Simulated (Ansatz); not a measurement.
## AgCl: pressure against volume per atom

Results calculated with Ansatz 0.2.0, not measured. Periodic Kohn-Sham DFT of a crystal at fixed atoms; pressure and stress are positive in compression; the energy is the free energy less that of spherical unpolarised free atoms; site moments are those in the method's own spheres, positive along +z.

Cell of the first row (space group Pm-3m, No. 221):
```
CELL_PARAMETERS angstrom
3.36390 0.00000 0.00000
0.00000 3.36390 0.00000
0.00000 0.00000 3.36390
ATOMIC_POSITIONS crystal
Ag 0.00000 0.00000 0.00000
Cl 0.50000 0.50000 0.50000
```

Settings of every row: method frozen-core PAW; functional PBEsol; relativity scalar; k mesh 9x9x9; filling fermi-dirac; smearing width 0.01 eV; wave cutoff 420 eV; paw set soft_2.

Atom start moment: 0 on all atoms.

Limits: PAW files made with PBE; the cell comes from a prototype or a list of computed structures and needn't be the stable phase.

| row | volume per atom (Å³) | pressure (GPa) |
| --- | --- | --- |
| 1 | 19.032 | -1.745 |
| 2 | 19.235 | -2.308 |
| 3 | 19.437 | ? |
| 4 | 19.842 | -3.778 |
| 5 | 20.045 | -4.201 |
| 6 | 20.247 | -4.595 |
| 7 | 20.449 | -4.961 |
| 8 | 20.652 | -5.301 |
| 9 | 21.057 | -5.91 |
| 10 | 21.259 | -6.181 |
| 11 | 21.462 | -6.432 |

Question: what pressure should row 3 give?

Worked fit of pressure. Take u = (V_r/V)^(2/3) − 1 with V_r = 20.348 Å³ an atom, which is twice the finite (Eulerian) strain; such expansions in the strain, on which the Birch-Murnaghan equation of state is built, carry the rest volume and the bulk modulus. The shown rows have u = 0.04558, 0.03821, 0.01693, 0.01005, 0.00332, -0.0033, -0.00984, -0.02257, -0.02878, -0.03491. Least squares give pressure = −4.781 + 55.22 × u + 236.97 × u² + 288 × u³ GPa; a parabola predicts inner rows, each left out in turn, worse (root mean square 0.0037 against 0.0011 GPa). The rows lie off it by -0.001, 0.001, -0.001, 0.001, 0.000, 0.000, 0.001, 0.000, 0.000, 0.000. The withheld row has u = 0.03101, so the fit gives −4.781 + 55.22 × (0.03101) + 236.97 × (0.03101)² + 288 × (0.03101)³ = -2.832 GPa.

The calculation gave -2.833 GPa. The fit lies 0.001 GPa (0.021 % of the column's range) above it, one unit of the last digit.
